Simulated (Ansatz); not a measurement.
## InSb: a faulty run and its cure

Someone meant to compute InSb with PBE, plane waves and PAW in Ansatz and wrote this input.

```yaml
crystal:
  lattice:
    - [5.92042, 0.0, 0.0]
    - [0.0, 5.938004, 0.0]
    - [0.0, 0.0, 3.222499]
  atoms:
    - { symbol: In, position: [0.0, 0.0, 0.008805] }
    - { symbol: In, position: [0.5, 0.5, 0.991195] }
    - { symbol: Sb, position: [0.0, 0.5, 0.276997] }
    - { symbol: Sb, position: [0.5, 0.0, 0.723003] }
basis:
  ecutwfc: 420
kpoints:
  mp_grid: { grid: [8, 8, 14] }
hamiltonian:
  xc: pbe
scf:
  occupations: { method: gaussian, width: 0.1 }
  max_iter: 2
  convergence: { accept_max_iter: true }
  initial_density: { chi_scale: 0, normalization: atom }
output:
  forces: true
  stress: true
  eigenvalues: true
```

Command:

```bash
ansatz run input.yaml --threads 1 --pin off --max-ram 2560MiB --backend cpu --events-out ev --progress --plain --runs-dir out
```

The program printed (HF is the Harris–Foulkes energy, dr2 the density residual in eV):

```text
Warning: output.stress: scf.convergence.accept_max_iter lets an SCF close with its threshold on dr2 unmet. What such a close leaves in the stress no threshold then bounds, and a free energy that looks settled does not show it. To mend it, remove scf.convergence.accept_max_iter
Pseudopotential: In, paw, valence charge 13, recommended cutoff 420 eV (normal)
Pseudopotential: Sb, paw, valence charge 15, recommended cutoff 420 eV (normal)
Crystal: 4 atoms, lattice volume = 113.288 Å³
Basis set: ecut = 420 eV, 2203 PW (Γ), exchange–correlation on 80×80×48 points (8 copies of the dense FFT grid, shifted against one another)
Bands: 34, of which v1, the nominal top of the filled ones, is band 28 counted from 1 (27 counted from 0)
Symmetry: 8 space group operations
Space group: Pmmn (ITA 59), of the structure as read, at distance tolerance 4.8e-5 Å
k-points: 200 of 896
Initial density: superposition of atomic densities
SCF iter   1: HF=-24164.704788 eV  Δρ=1.45e-2  dr2=3.39e-1
SCF iter   2: F=-24164.594236 eV  HF=-24164.646849 eV  Δρ=9.76e-3  dr2=1.26e-1
stopped at the declared iteration budget: scf.max_iter = 2 spent with dr2 = 1.3e-1 eV against the standard gate 1.0e-7 eV (scf.convergence.accept_max_iter; the run is reported unconverged — every observable carries the unconverged density's error)
SCF 1 stopped at its iteration budget after 2 iterations (unconverged): F = -24164.594236 eV  dr2 = 1.26e-1
SCF stopped at the declared iteration budget after 2 iterations (unconverged)
Free energy (F): -24164.594236 eV
E sigma→0 (E₀):  -24164.589824 eV
Entropy (-TS):   -0.008824 eV (-2.206 meV/atom)
Fermi energy:    9.829392 eV
--- Forces (eV/Å), atoms counted from 1 ---
  atom   1  In     0.00000000     0.00000000    -0.00023921
  atom   2  In     0.00000000     0.00000000     0.00023921
  atom   3  Sb     0.00000000     0.00000000    -0.05345070
  atom   4  Sb     0.00000000     0.00000000     0.05345070
--- Stress (GPa, compression-positive) ---
       -0.137911       0.000000       0.000000
        0.000000      -0.082558       0.000000
        0.000000       0.000000       0.669959
  P = ⅓ Tr σ = 0.1498 GPa (1.498 kbar)
```

Question: What is the cause?
A. No spin polarisation on a magnet
B. An unconverged density accepted at the iteration limit
C. Starting moments far too small
D. Lattice vectors in bohr read as angstrom
E. Two atoms' positions swapped

Answer: B. The numbers come from a density that isn't self-consistent. The cure is a higher limit and no acceptance.

Mended input, as a difference (which also takes the starting density of the reference run):

```diff
 scf:
-  max_iter: 2
-  convergence: { accept_max_iter: true }
-  initial_density: { chi_scale: 0, normalization: atom }
```

The mended run converges, with no gap, a pressure of 0.04 GPa.

The mended run took 46 s on 1 thread of Intel(R) Xeon(R) Processor @ 2.70GHz (shared host), peak memory 0.76 GiB.

This form isn't the usual stable structure of the compound.